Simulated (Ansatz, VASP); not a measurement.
TiO2: VASP beside Ansatz

```
CELL_PARAMETERS angstrom
4.59984 0.00000 0.00000
0.00000 4.59984 0.00000
0.00000 0.00000 2.95921
ATOMIC_POSITIONS crystal
Ti 0.00000 0.00000 0.50000
Ti 0.50000 0.50000 0.00000
O 0.30432 0.30432 0.50000
O 0.19568 0.80432 0.00000
O 0.80432 0.19568 0.00000
O 0.69568 0.69568 0.50000
```

The cell is a database's computed one.

Alike in both runs: task relaxation of cell and atoms; functional BLYP; dispersion D4; k mesh 6 × 6 × 9; occupations fermi-dirac, width 0.05 eV; no spin polarisation.

```csv
,VASP,Ansatz
version,VASP 6.6.1,Ansatz 0.2.0
potentials or method,"VASP PAW PBE potentials, release 64 (Ti_sv, O)",Ansatz PAW
plane-wave cutoff (eV),600,420
valence electrons in the cell,48,48
```

VASP gave:

| Property | Result |
| --- | --- |
| gap on the k mesh at the Fermi level, each at its own relaxed structure (eV) | 1.80 |
| relaxed volume (Å³/atom) | 10.56 |
| relaxed cell length with the largest relative difference (Å) | 2.972 |
| energy change over the relaxation (meV/atom) | -1 |

Which values does Ansatz return?

gap on the k mesh at the Fermi level, each at its own relaxed structure (eV): 1.84; relaxed volume (Å³/atom): 10.53; relaxed cell length with the largest relative difference (Å): 2.966; energy change over the relaxation (meV/atom): -1.

Caveats: the PAW data sets were made with another functional, which shifts forces and pressure a little (VASP); an odd mesh through Γ misses points on the zone boundary, where band edges often lie (VASP); odd divisions of the mesh miss points on the zone boundary, where band edges often lie, so the gap on the mesh can be too wide (Ansatz); the plane-wave basis is chosen anew once the cell has moved, so the energies of steps on either side of that aren't comparable (Ansatz); the pressure holds a Pulay correction of +0.9 GPa for the finite cutoff (Ansatz); the PAW data sets come from PBE, with cores solved anew for the run's functional, which leaves a small shift of forces and pressure (Ansatz).
